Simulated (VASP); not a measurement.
# InP (F-43m) in VASP: phonons with PBEsol

Aim: the phonons of InP with PBEsol.

All numbers are computed with VASP 6.6.1; they aren't measurements. Logs are shortened: lines on timing, memory, paths and dates and some standing lists are left out, and cuts for length are marked.

**Experimental background.**

From a printed reference work, textbook, for a bulk crystal of InP at 300 K: high-frequency dielectric constant 9.61.

The results are compared with them further down.

## Step 1: The crystal as given

Symmetry: F-43m, No. 216, cubic system. The conventional cell has a = 5.878 Å, b = 5.878 Å, c = 5.878 Å, α = 90.00°, β = 90.00°, γ = 90.00°. Around In (site symmetry -43m) lie 4 P at 2.55 Å. P (site symmetry -43m) has 4 In at 2.55 Å as nearest neighbours.

The cell was built by a generator and needn't be a form met in nature.

## Step 2: Phonons, PBEsol

INCAR

```
SYSTEM = InP
ALGO     = Normal         ! electronic algorithm
EDIFF    = 1E-8           ! SCF threshold, eV
ENCUT    = 520            ! plane-wave cutoff, eV
GGA      = PS             ! functional
IBRION   = 8              ! ionic algorithm
ISIF     = 2              ! what is computed and relaxed
ISMEAR   = 0              ! smearing method
LASPH    = .TRUE.         ! aspherical terms in the spheres
LCHARG   = .FALSE.        ! write CHGCAR
LEPSILON = .TRUE.         ! dielectric tensor by DFPT
LREAL    = .FALSE.        ! projectors in reciprocal space
LWAVE    = .FALSE.        ! write WAVECAR
NELM     = 100            ! most SCF steps
NSW      = 1              ! ionic steps
PREC     = Accurate       ! precision mode
SIGMA    = 0.01           ! smearing width, eV
```

KPOINTS

```
k-points
0
G
  8 8 8
  0 0 0
```

POSCAR

```
InP
1.0
    0.0000000000      2.9390783779      2.9390783779
    2.9390783779      0.0000000000      2.9390783779
    2.9390783779      2.9390783779      0.0000000000
In P
1 1
Direct
    0.0000000000      0.0000000000      0.0000000000
    0.2500000000      0.2500000000      0.2500000000
```

Potentials or basis: VASP PAW PBE potentials, release 64 (In_d, P).

Started as:

```console
$ cat potpaw_PBE.64/In_d/POTCAR potpaw_PBE.64/P/POTCAR > POTCAR
$ mpirun -np 1 vasp_std > vasp.out
```

OUTCAR:

```text
SYSTEM = InP
   EDIFF = 1E-8
   ENCUT = 520
   GGA = PS
   IBRION = 8
   ISIF = 2
   ISMEAR = 0
   LASPH = .TRUE.
   LEPSILON = .TRUE.
   LREAL = .FALSE.
   NELM = 100
   NSW = 1
   PREC = Accurate

 ion  position               nearest neighbor table
   1  0.000  0.000  0.000-   2 2.55   2 2.55   2 2.55   2 2.55
   2  0.250  0.250  0.250-   1 2.55   1 2.55   1 2.55   1 2.55

  LATTYP: Found a face centered cubic cell.
 ALAT       =     5.8781567558

  Lattice vectors:

 A1 = (   0.0000000000,   2.9390783779,   2.9390783779)
 A2 = (   2.9390783779,   0.0000000000,   2.9390783779)
 A3 = (   2.9390783779,   2.9390783779,   0.0000000000)

Analysis of symmetry for initial positions (statically):
=====================================================================
 Subroutine PRICEL returns:
 Original cell was already a primitive cell.

 Routine SETGRP: Setting up the symmetry group for a
 face centered cubic supercell.

 Subroutine GETGRP returns: Found 24 space group operations
 (whereof 24 operations were pure point group operations)
 out of a pool of 48 trial point group operations.

The static configuration has the point symmetry T_d .

Analysis of symmetry for dynamics (positions and initial velocities):
=====================================================================
 Subroutine PRICEL returns:
 Original cell was already a primitive cell.

 Routine SETGRP: Setting up the symmetry group for a
 face centered cubic supercell.

 Subroutine GETGRP returns: Found 24 space group operations
 (whereof 24 operations were pure point group operations)
 out of a pool of 48 trial point group operations.

The dynamic configuration has the point symmetry T_d .

 Subroutine INISYM returns: Found 24 space group operations
 (whereof 24 operations are pure point group operations),
 and found     1 'primitive' translations

[... 618 lines left out ...]
     0.00000 -7.59055 -0.00385

 MACROSCOPIC STATIC DIELECTRIC TENSOR (including local field effects in DFT)
 ------------------------------------------------------
          18.731195    -0.000000    -0.000000
           0.000000    18.731195     0.000000
          -0.000000    -0.000000    18.731195
 ------------------------------------------------------

 PIEZOELECTRIC TENSOR (including local field effects)  for field in x, y, z        (e  Angst)
          XX          YY          ZZ          XY          YZ          ZX
  --------------------------------------------------------------------------------
  x    -0.00000     0.00000     0.00000     0.00000    -2.84201     0.00000
  y    -0.00000     0.00000    -0.00000     0.00000     0.00000    -2.84201
  z     0.00000    -0.00000    -0.00000    -2.84201     0.00000     0.00000

 PIEZOELECTRIC TENSOR (including local field effects)  for field in x, y, z        (C/m^2)
          XX          YY          ZZ          XY          YZ          ZX
  --------------------------------------------------------------------------------
  x    -0.00000     0.00000     0.00000     0.00000    -0.89675     0.00000
  y    -0.00000     0.00000    -0.00000     0.00000     0.00000    -0.89675
  z     0.00000    -0.00000    -0.00000    -0.89675     0.00000     0.00000

 BORN EFFECTIVE CHARGES (including local field effects) (in |e|, cummulative output)
 ---------------------------------------------------------------------------------
 ion    1
    1     2.65884     0.00000    -0.00000
    2     0.00000     2.65884     0.00000
    3    -0.00000     0.00000     2.65884
 ion    2
    1    -2.65884     0.00000     0.00000
    2     0.00000    -2.65884    -0.00000
    3     0.00000    -0.00000    -2.65884

 INTERNAL STRAIN TENSOR FOR ION    2 for displacements in x,y,z  (eV/Angst):
          X           Y           Z          XY          YZ          ZX
  --------------------------------------------------------------------------------
  x     0.00000    -0.00000    -0.00000     0.00000    -7.59055     0.00000
  y    -0.00000     0.00000    -0.00000     0.00000     0.00000    -7.59055
  z    -0.00000    -0.00000     0.00000    -7.59055     0.00000     0.00000

 SECOND DERIVATIVES (NOT SYMMETRIZED)
 ------------------------------------
               1X          1Y          1Z          2X          2Y          2Z
  1X    -7.842658    0.000000    0.000000    7.842658    0.000000    0.000000
  1Y     0.000000   -7.842658    0.000000    0.000000    7.842658    0.000000
  1Z     0.000000    0.000000   -7.842658    0.000000    0.000000    7.842658
  2X     7.827708    0.000000    0.000000   -7.827708    0.000000    0.000000
  2Y     0.000000    7.827708    0.000000    0.000000   -7.827708    0.000000
  2Z     0.000000    0.000000    7.827708    0.000000    0.000000   -7.827708

 Eigenvectors and eigenvalues of the dynamical matrix
 ----------------------------------------------------

   1 f  =    8.857651 THz    55.654262 2PiTHz  295.459430 cm-1    36.632284 meV
             X         Y         Z           dx          dy          dz
      0.000000  0.000000  0.000000     0.000000    0.461270    0.000000
      1.469539  1.469539  1.469539     0.000000   -0.887260    0.000000
[... 21 lines left out ...]
   6 f/i=    0.003458 THz     0.021730 2PiTHz    0.115363 cm-1     0.014303 meV
             X         Y         Z           dx          dy          dz
      0.000000  0.000000  0.000000     0.000000    0.000000    0.887260
      1.469539  1.469539  1.469539     0.000000    0.000000    0.461270

--------------------------------------------------------------------------------------------------------

 MACROSCOPIC STATIC DIELECTRIC TENSOR IONIC CONTRIBUTION
 ------------------------------------------------------
           3.215426     0.000000    -0.000000
           0.000000     3.215426    -0.000000
          -0.000000    -0.000000     3.215426
 ------------------------------------------------------

 ELASTIC MODULI CONTR FROM IONIC RELAXATION (kBar)
 Direction    XX          YY          ZZ          XY          YZ          ZX
 --------------------------------------------------------------------------------
 XX          -0.0000     -0.0000     -0.0000     -0.0000      0.0000     -0.0000
 YY          -0.0000     -0.0000     -0.0000     -0.0000     -0.0000     -0.0000
 ZZ          -0.0000     -0.0000     -0.0000     -0.0000     -0.0000     -0.0000
 XY          -0.0000     -0.0000     -0.0000   -227.9837      0.0000      0.0000
 YZ           0.0000     -0.0000     -0.0000      0.0000   -227.9837      0.0000
 ZX          -0.0000     -0.0000     -0.0000      0.0000      0.0000   -227.9837
 --------------------------------------------------------------------------------

 PIEZOELECTRIC TENSOR IONIC CONTR  for field in x, y, z        (C/m^2)
          XX          YY          ZZ          XY          YZ          ZX
  --------------------------------------------------------------------------------
  x    -0.00000     0.00000     0.00000    -0.00000     0.80564     0.00000
  y     0.00000     0.00000     0.00000    -0.00000     0.00000     0.80564
  z     0.00000     0.00000     0.00000     0.80564    -0.00000    -0.00000
```

Wall time 6.2 min (1 thread of Intel Xeon Platinum 8488C (Sapphire Rapids), shared host); peak memory 0.32 GiB.

Results:

```yaml
Electronic_dielectric_tensor_diagonal: 18.73
Born_charges_mean_of_the_diagonal: In +2.66; P -2.66 e
Highest_phonon_frequency_at_Γ_LO-TO_splitting_left_out: 295 cm⁻¹
```

Phonon frequencies in cm⁻¹ (negative: imaginary):
```csv
q point,frequencies
"(0.000, 0.000, 0.000)",0 0 0 295 295 295
```

Electronic dielectric tensor:
```
18.73  0.00  0.00
 0.00 18.73  0.00
 0.00  0.00 18.73
```

Born effective charge tensors (e):
atom 1, In
```
2.66 0.00 0.00
0.00 2.66 0.00
0.00 0.00 2.66
```
atom 2, P
```
-2.66  0.00  0.00
 0.00 -2.66  0.00
 0.00  0.00 -2.66
```

## Step 3: How close it comes

Step 2. Measured high-frequency dielectric constant of InP: 9.61 (300 K; a printed reference work, textbook). This calculation gives 18.73 (+94.9 %). So large a miss can be the level of theory's own, or it may mean another phase, state or a wrong row.
